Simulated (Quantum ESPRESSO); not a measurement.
Input of a Quantum ESPRESSO 7.5 run:

File run.py:

```python
import numpy as np
from ase.calculators.espresso import Espresso, EspressoProfile
from ase.io import read

atoms = read('PtS2.xyz')

input_data = {
    'control': {'calculation': 'scf', 'prefix': 'pwscf', 'outdir': './tmp', 'tprnfor': True, 'tstress': True, 'disk_io': 'nowf'},
    'system': {'ecutwfc': 55.0, 'ecutrho': 440.0, 'nbnd': 21, 'occupations': 'smearing', 'smearing': 'fd', 'degauss': 0.00367493},
    'electrons': {'conv_thr': 6e-10, 'electron_maxstep': 120, 'mixing_beta': 0.5},
}
pseudopotentials = {'S': 's_pbe_v1.4.uspp.F.UPF', 'Pt': 'pt_pbe_v1.4.uspp.F.UPF'}
profile = EspressoProfile(command='pw.x', pseudo_dir='pseudo')
dft = Espresso(profile=profile, input_data=input_data, pseudopotentials=pseudopotentials, kpts=(9, 9, 5), koffset=(0, 0, 0))
atoms.calc = dft

print(f'energy {atoms.get_potential_energy():.8f} eV')
print('forces (eV/A)')
print(np.round(atoms.get_forces(), 6))
print('stress (eV/A^3, Voigt)')
print(np.round(atoms.get_stress(), 8))
print(f'Fermi level {dft.get_fermi_level():.4f} eV')
```

Contents of PtS2.xyz:

```xyz
3
Lattice="3.5432000000 0.0000000000 0.0000000000 -1.7716000000 3.0685012107 0.0000000000 0.0000000000 0.0000000000 5.0388000000" Properties=species:S:1:pos:R:3 pbc="T T T"
Pt     0.0000000000      0.0000000000      0.0000000000
S      1.7716000002      1.0228337368      3.8949924000
S     -0.0000000002      2.0456674739      1.1438076000
```

Potentials or basis: SSSP 1.3 efficiency PBE.

Command:

```bash
$ OMP_NUM_THREADS=1 python run.py
```

Q: Predict the largest force.

A: 1.246 eV/Å.

Q: Estimate the band gap on the k mesh.

A: 1.02 eV, indirect (least direct gap 1.06 eV).

Q: Estimate the pressure.

A: 11.4 GPa.

Forces on the atoms (eV/Å):
```
Pt   0.000  0.000  0.000
S    0.000  0.000 -1.246
S    0.000  0.000  1.246
```

Caveat: spin-orbit coupling is left out, which moves the levels of the heavy elements; an odd mesh through Γ misses points on the zone boundary, where band edges often lie; forces of over 1 eV/Å show positions far from the minimum, so gaps and moduli don't describe the material at rest.
